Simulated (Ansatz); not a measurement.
## Bands of TaN

```
CELL_PARAMETERS angstrom
5.19600 0.00000 0.00000
-2.59800 4.49987 0.00000
0.00000 0.00000 2.91100
ATOMIC_POSITIONS crystal
Ta 0.33333 0.66667 0.50000
Ta 0.66667 0.33333 0.50000
Ta 0.00000 0.00000 0.00000
N 0.39285 0.00000 0.00000
N 0.60715 0.60715 0.00000
N 0.00000 0.39285 0.00000
```

Atom numbers follow the list: Ta1, Ta2, Ta3, N4, N5, N6.

The cell is COD entry 2106407, as deposited and not checked against the literature; nothing was relaxed.

No spin–orbit coupling, which matters for the heavy atoms here.

These are results of Ansatz 0.2.0, DFT, PBE, all-electron LAPW, scalar-relativistic, not measurements.

Settings: a Γ-centred 6×6×9 k mesh, Fermi–Dirac smearing of 0.01 eV, basis error target 1 meV/atom, no spin polarisation.

Points in fractions of the reciprocal vectors of this cell: Γ (0, 0, 0), M (0.5, 0, 0), K (0.333, 0.333, 0), A (0, 0, 0.5), L (0.5, 0, 0.5), H (0.333, 0.333, 0.5). The path joins them by straight lines in the order Γ–M–K–Γ–A–L–H–A–L; legs that retrace an earlier one aren't tabulated. Energies are in eV from the Fermi level.

Problem. Metal or insulator at this level of theory?

Solution. No gap opens: metallic or semimetallic.

Problem. Tabulate bands 76 to 81, counted from the lowest band of the run, along the path.

Solution. 
```json
{"k (1/Å)": "0.00", "point": "Γ", "band 76": "-3.32", "band 77": "-1.88", "band 78": "-0.89", "band 79": "-0.89", "band 80": "0.63", "band 81": "0.63"}
{"k (1/Å)": "0.10", "point": "", "band 76": "-3.37", "band 77": "-2.11", "band 78": "-0.93", "band 79": "-0.61", "band 80": "0.67", "band 81": "0.69"}
{"k (1/Å)": "0.20", "point": "", "band 76": "-3.52", "band 77": "-2.50", "band 78": "-1.04", "band 79": "-0.07", "band 80": "0.79", "band 81": "0.88"}
{"k (1/Å)": "0.30", "point": "", "band 76": "-3.74", "band 77": "-2.84", "band 78": "-1.26", "band 79": "0.46", "band 80": "0.97", "band 81": "1.12"}
{"k (1/Å)": "0.40", "point": "", "band 76": "-3.72", "band 77": "-3.03", "band 78": "-1.58", "band 79": "0.73", "band 80": "1.21", "band 81": "1.48"}
{"k (1/Å)": "0.50", "point": "", "band 76": "-3.80", "band 77": "-3.03", "band 78": "-1.96", "band 79": "0.90", "band 80": "1.47", "band 81": "1.95"}
{"k (1/Å)": "0.60", "point": "", "band 76": "-3.85", "band 77": "-2.94", "band 78": "-2.35", "band 79": "1.10", "band 80": "1.72", "band 81": "2.06"}
{"k (1/Å)": "0.70", "point": "M", "band 76": "-3.85", "band 77": "-2.81", "band 78": "-2.60", "band 79": "1.22", "band 80": "1.85", "band 81": "1.95"}
{"k (1/Å)": "0.76", "point": "", "band 76": "-3.84", "band 77": "-2.81", "band 78": "-2.59", "band 79": "1.22", "band 80": "1.86", "band 81": "1.95"}
{"k (1/Å)": "0.81", "point": "", "band 76": "-3.82", "band 77": "-2.79", "band 78": "-2.56", "band 79": "1.22", "band 80": "1.89", "band 81": "1.94"}
{"k (1/Å)": "0.87", "point": "", "band 76": "-3.79", "band 77": "-2.76", "band 78": "-2.52", "band 79": "1.22", "band 80": "1.93", "band 81": "1.93"}
{"k (1/Å)": "0.93", "point": "", "band 76": "-3.76", "band 77": "-2.72", "band 78": "-2.49", "band 79": "1.22", "band 80": "1.84", "band 81": "1.90"}
{"k (1/Å)": "0.99", "point": "", "band 76": "-3.72", "band 77": "-2.68", "band 78": "-2.48", "band 79": "1.23", "band 80": "1.71", "band 81": "1.86"}
{"k (1/Å)": "1.04", "point": "", "band 76": "-3.70", "band 77": "-2.63", "band 78": "-2.50", "band 79": "1.24", "band 80": "1.67", "band 81": "1.80"}
{"k (1/Å)": "1.10", "point": "K", "band 76": "-3.69", "band 77": "-2.56", "band 78": "-2.56", "band 79": "1.24", "band 80": "1.72", "band 81": "1.72"}
{"k (1/Å)": "1.22", "point": "", "band 76": "-3.75", "band 77": "-2.74", "band 78": "-2.36", "band 79": "1.23", "band 80": "1.49", "band 81": "2.00"}
{"k (1/Å)": "1.33", "point": "", "band 76": "-3.93", "band 77": "-2.91", "band 78": "-2.07", "band 79": "1.20", "band 80": "1.25", "band 81": "1.74"}
{"k (1/Å)": "1.45", "point": "", "band 76": "-3.93", "band 77": "-2.99", "band 78": "-1.72", "band 79": "1.06", "band 80": "1.08", "band 81": "1.41"}
{"k (1/Å)": "1.56", "point": "", "band 76": "-3.77", "band 77": "-2.93", "band 78": "-1.37", "band 79": "0.72", "band 80": "0.99", "band 81": "1.09"}
{"k (1/Å)": "1.68", "point": "", "band 76": "-3.58", "band 77": "-2.61", "band 78": "-1.09", "band 79": "0.11", "band 80": "0.84", "band 81": "0.95"}
{"k (1/Å)": "1.79", "point": "", "band 76": "-3.39", "band 77": "-2.17", "band 78": "-0.94", "band 79": "-0.53", "band 80": "0.68", "band 81": "0.71"}
{"k (1/Å)": "1.91", "point": "Γ", "band 76": "-3.32", "band 77": "-1.88", "band 78": "-0.89", "band 79": "-0.89", "band 80": "0.63", "band 81": "0.63"}
{"k (1/Å)": "2.06", "point": "", "band 76": "-3.13", "band 77": "-1.62", "band 78": "-1.15", "band 79": "-1.15", "band 80": "0.95", "band 81": "0.95"}
{"k (1/Å)": "2.22", "point": "", "band 76": "-2.58", "band 77": "-1.52", "band 78": "-1.52", "band 79": "-1.00", "band 80": "1.41", "band 81": "1.41"}
{"k (1/Å)": "2.37", "point": "", "band 76": "-1.81", "band 77": "-1.81", "band 78": "-1.70", "band 79": "-0.12", "band 80": "1.49", "band 81": "1.49"}
{"k (1/Å)": "2.52", "point": "", "band 76": "-2.11", "band 77": "-2.11", "band 78": "-0.59", "band 79": "1.02", "band 80": "1.51", "band 81": "1.51"}
{"k (1/Å)": "2.68", "point": "", "band 76": "-2.43", "band 77": "-2.43", "band 78": "0.61", "band 79": "1.68", "band 80": "1.68", "band 81": "2.26"}
{"k (1/Å)": "2.83", "point": "", "band 76": "-2.72", "band 77": "-2.72", "band 78": "1.59", "band 79": "1.89", "band 80": "1.89", "band 81": "2.22"}
{"k (1/Å)": "2.99", "point": "A", "band 76": "-2.84", "band 77": "-2.84", "band 78": "1.95", "band 79": "1.95", "band 80": "1.99", "band 81": "2.24"}
{"k (1/Å)": "3.09", "point": "", "band 76": "-2.86", "band 77": "-2.81", "band 78": "1.50", "band 79": "1.90", "band 80": "2.16", "band 81": "2.21"}
{"k (1/Å)": "3.19", "point": "", "band 76": "-2.92", "band 77": "-2.73", "band 78": "0.97", "band 79": "1.73", "band 80": "1.97", "band 81": "2.19"}
{"k (1/Å)": "3.29", "point": "", "band 76": "-3.01", "band 77": "-2.60", "band 78": "0.44", "band 79": "1.45", "band 80": "1.77", "band 81": "2.28"}
{"k (1/Å)": "3.39", "point": "", "band 76": "-3.10", "band 77": "-2.42", "band 78": "-0.06", "band 79": "1.13", "band 80": "1.60", "band 81": "2.50"}
{"k (1/Å)": "3.49", "point": "", "band 76": "-3.17", "band 77": "-2.21", "band 78": "-0.48", "band 79": "0.83", "band 80": "1.49", "band 81": "2.82"}
{"k (1/Å)": "3.59", "point": "", "band 76": "-3.21", "band 77": "-2.02", "band 78": "-0.79", "band 79": "0.62", "band 80": "1.43", "band 81": "3.17"}
{"k (1/Å)": "3.68", "point": "L", "band 76": "-3.22", "band 77": "-1.93", "band 78": "-0.92", "band 79": "0.54", "band 80": "1.41", "band 81": "3.29"}
{"k (1/Å)": "3.74", "point": "", "band 76": "-3.21", "band 77": "-1.92", "band 78": "-1.01", "band 79": "0.64", "band 80": "1.44", "band 81": "3.26"}
{"k (1/Å)": "3.80", "point": "", "band 76": "-3.17", "band 77": "-1.88", "band 78": "-1.23", "band 79": "0.90", "band 80": "1.55", "band 81": "3.19"}
{"k (1/Å)": "3.86", "point": "", "band 76": "-3.10", "band 77": "-1.83", "band 78": "-1.50", "band 79": "1.22", "band 80": "1.71", "band 81": "3.09"}
{"k (1/Å)": "3.92", "point": "", "band 76": "-3.00", "band 77": "-1.78", "band 78": "-1.78", "band 79": "1.56", "band 80": "1.93", "band 81": "2.98"}
{"k (1/Å)": "3.97", "point": "", "band 76": "-2.87", "band 77": "-2.05", "band 78": "-1.73", "band 79": "1.91", "band 80": "2.19", "band 81": "2.85"}
{"k (1/Å)": "4.03", "point": "", "band 76": "-2.71", "band 77": "-2.30", "band 78": "-1.70", "band 79": "2.24", "band 80": "2.45", "band 81": "2.69"}
{"k (1/Å)": "4.09", "point": "H", "band 76": "-2.52", "band 77": "-2.52", "band 78": "-1.69", "band 79": "2.53", "band 80": "2.53", "band 81": "2.59"}
{"k (1/Å)": "4.20", "point": "", "band 76": "-2.86", "band 77": "-2.11", "band 78": "-1.69", "band 79": "2.29", "band 80": "2.29", "band 81": "2.36"}
{"k (1/Å)": "4.32", "point": "", "band 76": "-3.05", "band 77": "-2.08", "band 78": "-1.32", "band 79": "2.03", "band 80": "2.10", "band 81": "2.18"}
{"k (1/Å)": "4.43", "point": "", "band 76": "-3.10", "band 77": "-2.30", "band 78": "-0.67", "band 79": "1.85", "band 80": "1.94", "band 81": "2.18"}
{"k (1/Å)": "4.55", "point": "", "band 76": "-3.04", "band 77": "-2.52", "band 78": "0.04", "band 79": "1.77", "band 80": "1.90", "band 81": "2.12"}
{"k (1/Å)": "4.66", "point": "", "band 76": "-2.95", "band 77": "-2.70", "band 78": "0.76", "band 79": "1.80", "band 80": "1.98", "band 81": "2.12"}
{"k (1/Å)": "4.78", "point": "", "band 76": "-2.87", "band 77": "-2.80", "band 78": "1.42", "band 79": "1.89", "band 80": "2.14", "band 81": "2.19"}
{"k (1/Å)": "4.89", "point": "A", "band 76": "-2.84", "band 77": "-2.84", "band 78": "1.95", "band 79": "1.95", "band 80": "1.99", "band 81": "2.24"}
```
